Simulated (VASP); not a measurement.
GaH6: single point with PBE

Crystal: GaH6.

```
Ga H
1.0
    -2.11666    2.11666    2.11666
     2.11666   -2.11666    2.11666
     2.11666    2.11666   -2.11666
Ga H
1 6
Direct
  0.00000 0.00000 0.00000
  0.50000 0.75000 0.25000
  0.50000 0.25000 0.75000
  0.25000 0.50000 0.75000
  0.75000 0.50000 0.25000
  0.75000 0.25000 0.50000
  0.25000 0.75000 0.50000
```

The cell was built by a generator and needn't be a form met in nature.

The cell isn't the ideal one: random cell by space group and Wyckoff sites (Im-3m, No. 229).

* Program: VASP 6.6.1
* Task: single point
* Functional: PBE
* Potentials or basis: VASP PAW PBE potentials, release 64 (Ga_d, H)
* Cutoff: 520 eV
* k mesh: 12 × 12 × 12
* Occupations: gaussian, width 0.1 eV
* Spin: no spin polarisation

| Quantity | Value |
| --- | --- |
| Pressure | -0.1 GPa |
| Band gap on the k mesh | none (metal or under the smearing width) |

Levels at points of the mesh, in eV from the Fermi level:
| k point | band 5 | band 6 | band 7 | band 8 | band 9 | band 10 | band 11 | band 12 | band 13 | band 14 |
| --- | --- | --- | --- | --- | --- | --- | --- | --- | --- | --- |
| (0.00, 0.00, 0.00) | -14.36 | -13.13 | -0.08 | -0.08 | -0.08 | 2.13 | 2.13 | 2.63 | 4.97 | 4.97 |
| (0.50, 0.00, 0.00) | -14.32 | -9.58 | -8.48 | -2.20 | -1.27 | -1.18 | 1.95 | 5.15 | 6.52 | 6.81 |
| (0.50, 0.50, 0.50) | -14.33 | -6.51 | -6.51 | -4.00 | -4.00 | -4.00 | -3.38 | 7.92 | 7.92 | 7.92 |

It took 32 s on 1 thread of Intel(R) Xeon(R) Platinum 8488C (Sapphire Rapids), on a shared host, peak memory 0.18 GiB.
